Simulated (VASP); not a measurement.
# Ga3Sb (I4/mmm) in VASP: relaxation of cell and atoms with PBE

Aim: the relaxation of cell and atoms of Ga3Sb with PBE.

All numbers are computed with VASP 6.6.1; they aren't measurements. Logs are shortened: lines on timing, memory, paths and dates and some standing lists are left out, and cuts for length are marked.

## 1. Starting point

Symmetry: I4/mmm, No. 139, tetragonal system. The conventional cell has a = 4.558 Å, b = 4.558 Å, c = 9.074 Å, α = 90.00°, β = 90.00°, γ = 90.00°. Ga (site symmetry -4m2) has 8 Ga at 3.22 Å and 4 Sb at 3.22 Å as nearest neighbours. Ga (site symmetry 4/mmm) is surrounded by 8 Ga at 3.22 Å and 4 Sb at 3.22 Å. Sb (site symmetry 4/mmm) has 12 Ga at 3.22 Å as nearest neighbours.

The cell was built by a generator and needn't be a form met in nature.

## 2. Relaxation of cell and atoms, PBE

INCAR

```
SYSTEM = Ga3Sb
ALGO = Fast ; EDIFF = 1E-4
EDIFFG = -0.08 ; ENCUT = 520
GGA = PE ; IBRION = 2
ISIF = 3 ; ISMEAR = 0
LASPH = .True. ; LCHARG = .False.
LREAL = .False. ; LWAVE = .False.
NELM = 60 ; NSW = 24
PREC = Normal ; SIGMA = 0.15
```

KPOINTS

```
k-points
0
Gamma
  6 6 6
  0 0 0
```

POSCAR

```
Ga3Sb
1.0
   -2.2788286500      2.2788286500      4.5369458100
    2.2788286500     -2.2788286500      4.5369458100
    2.2788286500      2.2788286500     -4.5369458100
Ga Sb
3 1
Direct
    0.7500000000      0.2500000000      0.5000000000
    0.2500000000      0.7500000000      0.5000000000
    0.5000000000      0.5000000000      0.0000000000
    0.0000000000      0.0000000000      0.0000000000
```

Potentials or basis: VASP PAW PBE potentials, release 64 (Ga_d, Sb).

The run is started by

```console
$ cat potpaw_PBE.64/Ga_d/POTCAR potpaw_PBE.64/Sb/POTCAR > POTCAR
$ mpirun -np 1 vasp_std > vasp.out
```

OUTCAR:

```text
SYSTEM = Ga3Sb
   EDIFF = 1E-4
   EDIFFG = -0.08
   ENCUT = 520
   GGA = PE
   IBRION = 2
   ISIF = 3
   ISMEAR = 0
   LASPH = .True.
   LREAL = .False.
   NELM = 60
   NSW = 24
   PREC = Normal

 ion  position               nearest neighbor table
   1  0.750  0.250  0.500-   4 3.22   4 3.22   4 3.22   4 3.22
   2  0.250  0.750  0.500-   4 3.22   4 3.22   4 3.22   4 3.22
   3  0.500  0.500  0.000-   4 3.22   4 3.22   4 3.22   4 3.22
   4  0.000  0.000  0.000-   1 3.22   2 3.22   1 3.22   2 3.22   1 3.22   2 3.22   1 3.22   2 3.22
                             3 3.22   3 3.22   3 3.22   3 3.22

  LATTYP: Found a body centered tetragonal cell.
 ALAT       =     4.5576573000
 C/A-ratio  =     1.9909113439

  Lattice vectors:

 A1 = (  -2.2788286500,   2.2788286500,   4.5369458100)
 A2 = (   2.2788286500,  -2.2788286500,   4.5369458100)
 A3 = (   2.2788286500,   2.2788286500,  -4.5369458100)

Analysis of symmetry for initial positions (statically):
=====================================================================
 Subroutine PRICEL returns:
 Original cell was already a primitive cell.

 Routine SETGRP: Setting up the symmetry group for a
 body centered tetragonal supercell.

 Subroutine GETGRP returns: Found 16 space group operations
 (whereof 16 operations were pure point group operations)
 out of a pool of 16 trial point group operations.

The static configuration has the point symmetry D_4h.

Analysis of symmetry for dynamics (positions and initial velocities):
=====================================================================
 Subroutine PRICEL returns:
 Original cell was already a primitive cell.

 Routine SETGRP: Setting up the symmetry group for a
 body centered tetragonal supercell.

 Subroutine GETGRP returns: Found 16 space group operations
 (whereof 16 operations were pure point group operations)
 out of a pool of 16 trial point group operations.

The dynamic configuration has the point symmetry D_4h.

 Subroutine INISYM returns: Found 16 space group operations
 (whereof 16 operations are pure point group operations),
 and found     1 'primitive' translations

----------------------------------------------------------------------------------------

                                     Primitive cell

  volume of cell :      94.2425

  direct lattice vectors                    reciprocal lattice vectors
    -2.278828650  2.278828650  4.536945810     0.000000000  0.219410968  0.110206298
     2.278828650 -2.278828650  4.536945810     0.219410968  0.000000000  0.110206298
     2.278828650  2.278828650 -4.536945810     0.219410968  0.219410968  0.000000000

  length of vectors
     5.565069390  5.565069390  5.565069390     0.245533299  0.245533299  0.310293967

  position of ions in fractional coordinates (direct lattice)
     0.750000000  0.250000000  0.500000000
     0.250000000  0.750000000  0.500000000
     0.500000000  0.500000000  0.000000000
     0.000000000  0.000000000  0.000000000

  ion indices of the primitive-cell ions
   primitive index   ion index
                 1           1
                 2           2
                 3           3
                 4           4

----------------------------------------------------------------------------------------

 KPOINTS: k-points

Automatic generation of k-mesh.
 Grid dimensions read from file:
 generate k-points for:    6    6    6

 Generating k-lattice:

  Cartesian coordinates                     Fractional coordinates (reciprocal lattice)
[... 60 lines left out ...]
   EDIFF  = 0.1E-03   stopping-criterion for ELM
   LREAL  =      F    real-space projection
   EDIFFG = -.8E-01   stopping-criterion for IOM
   NSW    =     24    number of steps for IOM
   IBRION =      2    ionic relax: 0-MD 1-quasi-New 2-CG
   NFREE  =      1    steps in history (QN), initial steepest desc. (CG)
   ISIF   =      3    stress and relaxation
   ISYM   =      2    0-nonsym 1-usesym 2-fastsym
   POTIM  = 0.5000    time-step for ionic-motion
   TEBEG  =    0.0;   TEEND  =   0.0 temperature during run
   PSTRESS=    0.0 pullay stress
   NELECT =      44.0000    total number of electrons
   NUPDOWN=      -1.0000    fix difference up-down
   EMIN   =  10.00;   EMAX   =-10.00  energy-range for DOS
   EFERMI =   0.00;   METHOD = LEGACY
   ISMEAR =     0;   SIGMA  =   0.15  broadening in eV -4-tet -1-fermi 0-gaus
   EFERMI_NEDOS =   21; number of points for ismear=-14 and -15
   IALGO  =     68    algorithm
   IMIX   =      4    mixing-type and parameters
     AMIX     =   0.40;   BMIX     =  1.00
     AMIX_MAG =   1.60;   BMIX_MAG =  1.00
  volume/ion in A,a.u.               =      23.56       158.99
  Fermi-wavevector in a.u.,A,eV,Ry     =   1.270019  2.399987 21.945480  1.612947
  Thomas-Fermi vector in A             =   2.403029
   LORBIT       =      0    0 simple, 1 ext, 2 COOP (PROOUT), +10 PAW based schemes
   GGA     = PE    functional components
   LHFCALC =     F    Hartree Fock is set to
   AEXX    =    0.0000 exact exchange contribution
   IVDW    =     0    specifies the selected vdW correction
   LEPSILON=     F    determine dielectric tensor
   LRPA    =     F    only Hartree local field effects (RPA)
 conjugate gradient relaxation of ions
 non-spin polarized calculation
 RMM-DIIS sequential band-by-band and
 Gauss-broadening in eV      SIGMA  =   0.15
  energy-cutoff  :      520.00
  volume of cell :       94.24
 maximum number of plane-waves:      2558
   NGX = 21   NGY = 21   NGZ = 21

--------------------------------------- Ionic step        1  -------------------------------------------

 number of electron      44.0000079 magnetization

 Free energy of the ion-electron system (eV)
  ---------------------------------------------------
  ext. energy  EPLUGINS =         0.00000000
  ---------------------------------------------------
  free energy    TOTEN  =       -12.60265349 eV

  energy without entropy =      -12.58759903  energy(sigma->0) =      -12.59512626

------------------------ aborting loop because EDIFF is reached ----------------------------------------

  FORCE on cell =-STRESS in cart. coord.  units (eV):
  Direction    XX          YY          ZZ          XY          YZ          ZX
  --------------------------------------------------------------------------------------
  -------------------------------------------------------------------------------------
  Total       -1.1399305     -1.1399305     -1.3043313      0.0000000     -0.0000000      0.0000000
  in kB      -19.3794768    -19.3794768    -22.1743839      0.0000000     -0.0000000      0.0000000
  external PRESSURE =     -20.3111125 kB  Pullay stress =       0.0000000 kB

 VOLUME and BASIS-vectors are now :
 -----------------------------------------------------------------------------
  energy-cutoff  :      520.00
  volume of cell :       94.24
      direct lattice vectors                 reciprocal lattice vectors
    -2.278828650  2.278828650  4.536945810     0.000000000  0.219410968  0.110206298
     2.278828650 -2.278828650  4.536945810     0.219410968  0.000000000  0.110206298
     2.278828650  2.278828650 -4.536945810     0.219410968  0.219410968  0.000000000

 POSITION                                       TOTAL-FORCE (eV/Angst)
 -----------------------------------------------------------------------------------
     -0.00000      2.27883      2.26847        -0.000000     -0.000000     -0.000000
      2.27883     -0.00000      2.26847         0.000000     -0.000000      0.000000
      0.00000      0.00000      4.53695         0.000000      0.000000     -0.000000
      0.00000      0.00000      0.00000         0.000000      0.000000     -0.000000
 -----------------------------------------------------------------------------------
    total drift:                               -0.000000     -0.000000      0.000000

  FREE ENERGIE OF THE ION-ELECTRON SYSTEM (eV)
  ---------------------------------------------------
  free  energy   TOTEN  =       -12.6026534941 eV

  energy  without entropy=      -12.5875990253  energy(sigma->0) =      -12.59512626

--------------------------------------- Ionic step        2  -------------------------------------------

 number of electron      43.9999981 magnetization

 Free energy of the ion-electron system (eV)
  ---------------------------------------------------
  ext. energy  EPLUGINS =         0.00000000
  ---------------------------------------------------
  free energy    TOTEN  =       -12.64711180 eV

  energy without entropy =      -12.63153997  energy(sigma->0) =      -12.63932588

 E-fermi :   5.6880     XC(G=0): -10.3881

 val. band max:        5.6318293454   @ k =   0.5000   0.1667   0.0000
 cond. band min:       5.7016808124   @ k =  -0.1667   0.3333   0.1667
 fundamental gap:      0.0698514670
 Fermi energy:         5.6880441600

 k-point     1 :       0.0000    0.0000    0.0000
  band No.  band energies     occupation
      1      -9.1330      2.00000
      2      -9.0981      2.00000
      3      -9.0824      2.00000
      4      -9.0665      2.00000
      5      -9.0665      2.00000
      6      -9.0512      2.00000
[... 685 lines left out ...]
     25       8.0941      0.00000
     26       8.6986      0.00000

 [... further k-points ...]
[... 5 lines left out ...]
  --------------------------------------------------------------------------------------
  -------------------------------------------------------------------------------------
  Total       -0.2522635     -0.2522635     -0.2983858      0.0000000     -0.0000000     -0.0000000
  in kB       -4.4794917     -4.4794917     -5.2984954      0.0000000     -0.0000000     -0.0000000
  external PRESSURE =      -4.7524929 kB  Pullay stress =       0.0000000 kB

 VOLUME and BASIS-vectors are now :
 -----------------------------------------------------------------------------
  energy-cutoff  :      520.00
  volume of cell :       90.23
      direct lattice vectors                 reciprocal lattice vectors
    -2.247498587  2.247498587  4.465574659     0.000000000  0.222469550  0.111967672
     2.247498587 -2.247498587  4.465574659     0.222469550  0.000000000  0.111967672
     2.247498587  2.247498587 -4.465574659     0.222469550  0.222469550  0.000000000

 POSITION                                       TOTAL-FORCE (eV/Angst)
 -----------------------------------------------------------------------------------
     -0.00000      2.24750      2.23279        -0.000000      0.000000      0.000000
      2.24750     -0.00000      2.23279         0.000000     -0.000000     -0.000000
      0.00000      0.00000      4.46557        -0.000000      0.000000      0.000000
      0.00000      0.00000     -0.00000        -0.000000      0.000000      0.000000
 -----------------------------------------------------------------------------------
    total drift:                               -0.000000     -0.000000      0.000000

  FREE ENERGIE OF THE ION-ELECTRON SYSTEM (eV)
  ---------------------------------------------------
  free  energy   TOTEN  =       -12.6471117994 eV

  energy  without entropy=      -12.6315399652  energy(sigma->0) =      -12.63932588

 reached required accuracy - stopping structural energy minimisation
```

Run time: 24 s. Hardware: 1 thread of Intel Xeon 6975P-C (Granite Rapids), shared host; peak memory 0.22 GiB.

What came out:

```yaml
Free_energy: -12.6471 eV
Relaxed_volume: 22.56 Å³/atom
Relaxed_cell: a = 5.481 Å, b = 5.481 Å, c = 5.481 Å, α = 131.59°, β = 131.59°, γ = 70.88°
Space_group_after_relaxing_to_0.05_Å: I4/mmm (No. 139)
Energy_gained_by_relaxing: 11.1 meV/atom
Ionic_steps: 2
Pressure_after_relaxing: -0.5 GPa
Band_gap_on_the_k_mesh: none (metal or under the smearing width)
```

The path:
| step | energy change (eV) | largest force (eV/Å) | pressure (GPa) | volume (Å³) |
| --- | --- | --- | --- | --- |
| 1 | 0.0000 | 0.0000 | -2.03 | 94.24 |
| 2 | -0.0445 | 0.0000 | -0.48 | 90.23 |

Final structure:
```
Ga Sb
1.0
    -2.24750    2.24750    4.46557
     2.24750   -2.24750    4.46557
     2.24750    2.24750   -4.46557
Ga Sb
3 1
Direct
  0.75000 0.25000 0.50000
  0.25000 0.75000 0.50000
  0.50000 0.50000 0.00000
  0.00000 0.00000 0.00000
```

Levels at points of the mesh, in eV from the Fermi level:
| k point | band 18 | band 19 | band 20 | band 21 | band 22 | band 23 | band 24 | band 25 | band 26 |
| --- | --- | --- | --- | --- | --- | --- | --- | --- | --- |
| (0.00, 0.00, 0.00) | -3.12 | -2.69 | -2.34 | -1.70 | -1.70 | -0.28 | -0.28 | 0.61 | 0.91 |
| (0.50, 0.00, 0.00) | -5.06 | -4.55 | -1.24 | -0.93 | -0.52 | 0.14 | 1.79 | 3.02 | 3.39 |
| (0.50, 0.50, 0.00) | -5.65 | -5.06 | -4.46 | -3.98 | 0.34 | 0.73 | 0.89 | 1.54 | 6.32 |
| (0.50, 0.50, 0.50) | -4.24 | -3.12 | -3.12 | -2.98 | 2.40 | 3.32 | 3.32 | 3.99 | 5.18 |

Caveat: the relaxation stopped at a loose force limit of 0.08 eV/Å, so its end isn't a converged minimum.
